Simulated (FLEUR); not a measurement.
# BaTiO3 (Pm-3m) in FLEUR: band structure with LDA

Aim: the band structure of BaTiO3 with LDA.

All numbers are computed with FLEUR MaX-R8.1 (later development tree); they aren't measurements. Logs are shortened: lines on timing, memory, paths and dates and some standing lists are left out, and cuts for length are marked.

**1. The crystal as given**

It takes space group Pm-3m (No. 221, cubic). Conventional cell: a = 4.006 Å, b = 4.006 Å, c = 4.006 Å, α = 90.00°, β = 90.00°, γ = 90.00°. Ba (site symmetry m-3m) has 12 O at 2.83 Å as nearest neighbours. Ti (site symmetry m-3m) has 6 O at 2.00 Å as nearest neighbours. O (site symmetry 4/mmm) is surrounded by 2 Ti at 2.00 Å.

**2. Band structure, LDA**

The input, inp.xml:

```xml
<?xml version="1.0" encoding="UTF-8" standalone="no"?>
<fleurInput fleurInputVersion="0.39">
   <comment>
      BaTiO3                                                                                              
   </comment>
   <calculationSetup>
      <cutoffs Kmax="4.92" Gmax="15.3" GmaxXC="15.3" numbands="0"/>
      <scfLoop itmax="60" minDistance="0.00001" maxIterBroyd="15" imix="Anderson" alpha="0.05" precondParam="0.0" spinf="2.0" sdNocoIR="T"/>
      <coreElectrons ctail="T" frcor="F" kcrel="0" coretail_lmax="0"/>
      <xcFunctional name="vwn" relativisticCorrections="F"/>
      <magnetism jspins="1"/>
      <soc l_soc="F" theta="0.0" phi="0.0" spav="F"/>
      <expertModes spex="0" secvar="F"/>
      <geometryOptimization l_f="F" forcealpha="1.0" forcemix="BFGS" epsdisp="0.00001" epsforce="0.00001"/>
      <ldaU l_linMix="F" mixParam="0.05" spinf="1.0"/>
   </calculationSetup>
   <cell>
      <bzIntegration valenceElectrons="50.0" mode="hist" fermiSmearingEnergy="0.00183747">
         <kPointListSelection listName="default-1"/>
         <!-- k-points included here -->
         <xi:include xmlns:xi="http://www.w3.org/2001/XInclude" href="kpts.xml"> </xi:include>
      </bzIntegration>
      <!-- symmetry operations included here -->
      <xi:include xmlns:xi="http://www.w3.org/2001/XInclude" href="sym.xml"> </xi:include>
[... 52 lines left out ...]
         <lo type="SCLO" l="2" n="3" eDeriv="2"/>
      </species>
   </atomSpecies>
   <atomGroups>
      <atomGroup species="Barium (Ba)">
         <relPos label="                   1">1.000/2.000 1.000/2.000 1.000/2.000</relPos>
         <force calculate="T" relaxXYZ="TTT"/>
      </atomGroup>
      <atomGroup species="Titanium (Ti)">
         <relPos label="                   2">.0000000000 .0000000000 .0000000000</relPos>
         <force calculate="T" relaxXYZ="TTT"/>
      </atomGroup>
      <atomGroup species="Oxygen (O)">
         <relPos label="                   3">.0000000000 .0000000000 1.000/2.000</relPos>
         <relPos label="                   4">.0000000000 1.000/2.000 .0000000000</relPos>
         <relPos label="                   5">1.000/2.000 .0000000000 .0000000000</relPos>
         <force calculate="T" relaxXYZ="TTT"/>
      </atomGroup>
   </atomGroups>
   <output dos="F" band="F" slice="F">
      <checks vchk="F" cdinf="F"/>
      <bandDOS minEnergy="-.5*Htr" maxEnergy="0.5*Htr" sigma="0.015" storeEVData="T"/>
      <vacuumDOS vacdos="F" integ="F" star="F" nstars="0" locx1="0.0" locy1="0.0" locx2="0.0" locy2="0.0" nstm="0" tworkf="0.0"/>
      <unfoldingBand unfoldBand="F" supercellX="1" supercellY="1" supercellZ="1"/>
      <plotting iplot="0" polar="F">
         <plot TwoD="T" vec1="  1.0  0.0  0.0" vec2="  0.0  1.0  0.0" vec3="  0.0  0.0  1.0" zero="  0.0  0.0  0.0" file="plot"/>
      </plotting>
      <chargeDensitySlicing numkpt="0" minEigenval="0.0" maxEigenval="0.0" nnne="0" pallst="F"/>
      <specialOutput eonly="F"/>
      <moessbauerParams electricFieldGradient="T" isomerShift="T" coreHyperfine="T" valenceHyperfine="T"/>
      <magneticCircularDichroism mcd="F" energyLo="-10.0" energyUp="0.0"/>
   </output>
  <!-- We include the file relax.xml here to enable relaxations (see documentation) -->
  <xi:include xmlns:xi="http://www.w3.org/2001/XInclude" href="relax.xml"> <xi:fallback/> </xi:include>
</fleurInput>
```

The input, crystal.txt:

```
BaTiO3
&input cartesian=F /
4.0060000000  0.0000000000  0.0000000000
0.0000000000  4.0060000000  0.0000000000
0.0000000000  0.0000000000  4.0060000000
1.8897261246
1.0 1.0 1.0

5
56 0.5000000000  0.5000000000  0.5000000000
22 0.0000000000  0.0000000000  0.0000000000
8 0.0000000000  0.0000000000  0.5000000000
8 0.0000000000  0.5000000000  0.0000000000
8 0.5000000000  0.0000000000  0.0000000000

&kpt div1=7 div2=7 div3=7 gamma=T /
```

The input, inp.xml (bands):

```
<?xml version="1.0" encoding="UTF-8" standalone="no"?>
<fleurInput fleurInputVersion="0.39">
   <comment>
      BaTiO3                                                                                              
   </comment>
   <calculationSetup>
      <cutoffs Kmax="4.92" Gmax="15.3" GmaxXC="15.3" numbands="0"/>
      <scfLoop itmax="60" minDistance="0.00001" maxIterBroyd="15" imix="Anderson" alpha="0.05" precondParam="0.0" spinf="2.0" sdNocoIR="T"/>
      <coreElectrons ctail="T" frcor="F" kcrel="0" coretail_lmax="0"/>
      <xcFunctional name="vwn" relativisticCorrections="F"/>
      <magnetism jspins="1"/>
      <soc l_soc="F" theta="0.0" phi="0.0" spav="F"/>
      <expertModes spex="0" secvar="F"/>
      <geometryOptimization l_f="F" forcealpha="1.0" forcemix="BFGS" epsdisp="0.00001" epsforce="0.00001"/>
      <ldaU l_linMix="F" mixParam="0.05" spinf="1.0"/>
   </calculationSetup>
   <cell>
      <bzIntegration valenceElectrons="50.0" mode="hist" fermiSmearingEnergy="0.00183747">
         <kPointListSelection listName="path-1"/>
         <!-- k-points included here -->
         <xi:include xmlns:xi="http://www.w3.org/2001/XInclude" href="kpts.xml"> </xi:include>
      </bzIntegration>
      <!-- symmetry operations included here -->
      <xi:include xmlns:xi="http://www.w3.org/2001/XInclude" href="sym.xml"> </xi:include>
      <bulkLattice scale="1.0">
         <bravaisMatrix>
[... 51 lines left out ...]
      </species>
   </atomSpecies>
   <atomGroups>
      <atomGroup species="Barium (Ba)">
         <relPos label="                   1">1.000/2.000 1.000/2.000 1.000/2.000</relPos>
         <force calculate="T" relaxXYZ="TTT"/>
      </atomGroup>
      <atomGroup species="Titanium (Ti)">
         <relPos label="                   2">.0000000000 .0000000000 .0000000000</relPos>
         <force calculate="T" relaxXYZ="TTT"/>
      </atomGroup>
      <atomGroup species="Oxygen (O)">
         <relPos label="                   3">.0000000000 .0000000000 1.000/2.000</relPos>
         <relPos label="                   4">.0000000000 1.000/2.000 .0000000000</relPos>
         <relPos label="                   5">1.000/2.000 .0000000000 .0000000000</relPos>
         <force calculate="T" relaxXYZ="TTT"/>
      </atomGroup>
   </atomGroups>
   <output dos="F" band="T" slice="F">
      <checks vchk="F" cdinf="F"/>
      <bandDOS minEnergy="-.5*Htr" maxEnergy="0.5*Htr" sigma="0.015" storeEVData="T"/>
      <vacuumDOS vacdos="F" integ="F" star="F" nstars="0" locx1="0.0" locy1="0.0" locx2="0.0" locy2="0.0" nstm="0" tworkf="0.0"/>
      <unfoldingBand unfoldBand="F" supercellX="1" supercellY="1" supercellZ="1"/>
      <plotting iplot="0" polar="F">
         <plot TwoD="T" vec1="  1.0  0.0  0.0" vec2="  0.0  1.0  0.0" vec3="  0.0  0.0  1.0" zero="  0.0  0.0  0.0" file="plot"/>
      </plotting>
      <chargeDensitySlicing numkpt="0" minEigenval="0.0" maxEigenval="0.0" nnne="0" pallst="F"/>
      <specialOutput eonly="F"/>
      <moessbauerParams electricFieldGradient="T" isomerShift="T" coreHyperfine="T" valenceHyperfine="T"/>
      <magneticCircularDichroism mcd="F" energyLo="-10.0" energyUp="0.0"/>
   </output>
  <!-- We include the file relax.xml here to enable relaxations (see documentation) -->
  <xi:include xmlns:xi="http://www.w3.org/2001/XInclude" href="relax.xml"> <xi:fallback/> </xi:include>
</fleurInput>
```

Potentials or basis: all-electron, FLAPW.

Started as:

```console
$ inpgen -f crystal.txt -profile fastHighL
$ # inp.xml edited to the form shown
$ fleur_MPI
$ fleur_MPI   # second run, on inp.xml (bands)
```

Output:

```text
Welcome to FLEUR        (www.flapw.de)
      MaX-Release 8.1          (www.max-centre.eu)

 ========== k-point set info ==========
 Selected k-point list: default-1
 k-point list type: mesh
 7 x 7 x 7
 Number of k points: 20

 ------------Calculation Setup---------------------------
 Number of MPI-tasks      :            1
 Number of PE/node        :            1
 Number of OMP-threads    :            1
 Most efficient MPI parallelization for:
           1           2           4           5          10          20
 Additional eigenvalue parallelization possible
 Number of basis functions:         1105
 Approximate size of matrices (H+S) per k-point:         0.018 GB
 --------------------------------------------------------
 Iteration:     1   Distance:      27.96559736 me/bohr^3
 Iteration:     2   Distance:      23.12602575 me/bohr^3
 Iteration:     3   Distance:       8.28513710 me/bohr^3
 Iteration:     4   Distance:       7.88806663 me/bohr^3
 Iteration:     5   Distance:       4.63701200 me/bohr^3
 Iteration:     6   Distance:       2.14146744 me/bohr^3
 Iteration:     7   Distance:       0.74211983 me/bohr^3
 Iteration:     8   Distance:       0.67815254 me/bohr^3
 Iteration:     9   Distance:       0.08987434 me/bohr^3
 Iteration:    10   Distance:       0.02090092 me/bohr^3
 Iteration:    11   Distance:       0.01780809 me/bohr^3
 Iteration:    12   Distance:       0.00384280 me/bohr^3
 Iteration:    13   Distance:       0.00644241 me/bohr^3
 Iteration:    14   Distance:       0.00064189 me/bohr^3
 Iteration:    15   Distance:       0.00076584 me/bohr^3
 Iteration:    16   Distance:       0.00058750 me/bohr^3
 Iteration:    17   Distance:       0.00015868 me/bohr^3
 Iteration:    18   Distance:       0.00005198 me/bohr^3
 Iteration:    19   Distance:       0.00001199 me/bohr^3
 Iteration:    20   Distance:       0.00000413 me/bohr^3

 ********************************************************************
 Run finished successfully
 Stop message:
   all done
 ********************************************************************
```

It took 3.3 min on 1 thread of Arm Neoverse V2, shared host; peak memory 0.1 GiB.

Results:

- Free energy: -250616.3723 eV
- Band gap on the k mesh: 1.78 eV, indirect (least direct gap 1.82 eV)
- Band gap along the path: 1.71 eV, indirect (least direct gap 1.82 eV)
- Valence electrons inside the program's atomic spheres: Ba 17.48; Ti 9.37; O 4.88 (radii Ba 2.66, Ti 1.99, O 1.52 bohr)

Levels at the corners of the path, in eV from the valence-band top:
```tsv
point	band 23	band 24	band 25	band 26	band 27	band 28
Γ	-0.11	-0.11	-0.11	1.71	1.71	1.71
X	-1.84	-0.68	-0.68	1.85	3.49	3.49
M	-0.84	-0.84	-0.05	3.51	3.51	3.92
Γ	-0.11	-0.11	-0.11	1.71	1.71	1.71
R	0.00	0.00	0.00	4.17	4.17	4.17
X	-1.84	-0.68	-0.68	1.85	3.49	3.49
M	-0.84	-0.84	-0.05	3.51	3.51	3.92
R	0.00	0.00	0.00	4.17	4.17	4.17
```

Core levels (eV from the Fermi level):
```
atom                                                                                                                                                                          levels
1 Ba  1s1/2 -37181.2, 2s1/2 -5867.7, 2p1/2 -5529.2, 2p3/2 -5147.9, 3s1/2 -1230.5, 3p1/2 -1088.2, 3p3/2 -1014.5, 4s1/2 -233.3, 3d3/2 -763.9, 3d5/2 -748.1, 4p1/2 -181.6, 4p3/2 -166.1
2 Ti                                                                                                                         1s1/2 -4848.9, 2s1/2 -529.6, 2p1/2 -441.9, 2p3/2 -436.2
 3 O                                                                                                                                                                    1s1/2 -499.9
 4 O                                                                                                                                                                    1s1/2 -499.9
 5 O                                                                                                                                                                    1s1/2 -499.9
```

Caveat: spin-orbit coupling is left out, which moves the levels of the heavy elements. Expect the measured gap to be larger: semilocal functionals such as LDA lack the derivative discontinuity.
